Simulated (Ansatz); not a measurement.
## MgO: what symmetry allows forces and stress to be

```
Mg O
1.0
     3.60892    0.00000    0.00000
    -1.80446    3.12542    0.00000
     0.00000    0.00000    4.26223
Mg O
2 2
Direct
  0.66667 0.33333 0.75193
  0.33333 0.66667 0.22696
  0.66667 0.33333 0.26638
  0.33333 0.66667 0.75473
```

Level of theory: Ansatz 0.2.0, DFT PBE, scalar-relativistic, plane waves, PAW.

Plane waves to 420 eV, a k mesh through Γ of 9×9×6 on the computed 4-atom cell and Gaussian smearing (0.02 eV); no spin polarisation.

This distorted cell has space group P3m1, with 6 operations.

**Question.** Without a calculation: in which directions can each atom feel a force?

**Answer.** A force must be left unchanged by every operation that keeps its atom in place, so it lies in the space that those operations leave fixed. Atoms that the group maps onto each other feel forces of one size.
| atom | site symmetry | operations at the site | equivalent to atom | allowed force (Cartesian) |
| --- | --- | --- | --- | --- |
| Mg1 | 3m. | 6 | 1 | along (0.00, 0.00, 1.00) |
| Mg2 | 3m. | 6 | 2 | along (0.00, 0.00, 1.00) |
| O3 | 3m. | 6 | 3 | along (0.00, 0.00, 1.00) |
| O4 | 3m. | 6 | 4 | along (0.00, 0.00, 1.00) |

That leaves 4 independent force components of 12, tied by 1 condition that the forces sum to zero, so 3 remain. A relaxation in this cell that keeps the symmetry moves the atoms in these directions alone.

**Question.** And the stress tensor?

**Answer.** It must be invariant under the point group, which leaves 2 independent components: yz, xz, xy vanish; xx = yy.

**Question.** Do the computed values obey this?

**Answer.** Yes. Forces (eV/Å):
```
Mg1  0.000  0.000 -0.306
Mg2  0.000  0.000  1.117
O3   0.000  0.000 -0.773
O4   0.000  0.000 -0.038
```

Stress (GPa, compression positive, xx yy zz yz xz xy): -6.59 -6.59 -2.67 0.00 0.00 0.00. The program imposes the same operations on density, forces and stress, so this confirms the analysis and is no independent test of the calculation.

This form isn't the usual stable structure of the compound.